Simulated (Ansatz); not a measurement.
Independent-particle absorption of SiO₂ (P6_322, a = 5.036 Å, b = 5.036 Å, c = 8.565 Å, α = 90.00°, β = 90.00°, γ = 120.00°), no local fields or excitons, 0.1 eV broadening. Theory: DFT r2SCAN, scalar-relativistic, plane waves, PAW (Ansatz).

Plane waves to 500 eV, a k mesh through Γ of 6×6×4 on the computed 12-atom cell and Gaussian smearing (0.02 eV); no spin polarisation. The spectrum is summed on a 9×9×6 mesh.

```
Si O
1.0
     5.03608    0.00000    0.00000
    -2.51804    4.36137    0.00000
     0.00000    0.00000    8.56508
Si O
4 8
Cartesian
  2.5180 1.4538 8.0259
  2.5180 1.4538 4.8217
  0.0000 2.9076 0.5392
  0.0000 2.9076 3.7433
  -1.0407 1.8026 0.0000
  1.0407 1.8026 4.2825
  2.9546 0.0000 4.2825
  1.4773 2.5588 0.0000
  -1.4773 2.5588 4.2825
  2.5180 1.4538 6.4238
  0.0000 2.9076 2.1413
  2.0815 0.0000 0.0000
```

photon energy (eV), ε2,xx and a bar:
```
      0.0       0.00
      0.4       0.00
      0.8       0.00
      1.2       0.00
      1.6       0.00
      2.0       0.00
      2.4       0.00
      2.8       0.00
      3.2       0.00
      3.6       0.00
      4.0       0.00
      4.4       0.00
      4.8       0.00
      5.2       0.00
      5.6       0.00
      6.0       0.00
      6.4       0.00
      6.8       0.00
      7.2       0.01
      7.6       0.02
      8.0       0.05 #
      8.4       0.38 ####
      8.8       0.56 ######
      9.2       0.72 ########
      9.6       0.86 ##########
     10.0       1.37 ################
     10.4       1.73 ####################
     10.8       1.89 ######################
     11.2       2.51 #############################
     11.6       1.90 ######################
     12.0       2.34 ###########################
     12.4       2.60 ##############################
     12.8       2.18 #########################
     13.2       1.86 ######################
     13.6       1.42 ################
     14.0       1.37 ################
```

The strongest peak lies near 12.6 eV. ε∞ (xx, yy, zz) = 2.1, 2.1, 2.1.

This form isn't the usual stable structure of the compound.

Cost: 1 run of about 19 core-minutes, on Arm Neoverse V1 (shared hosts).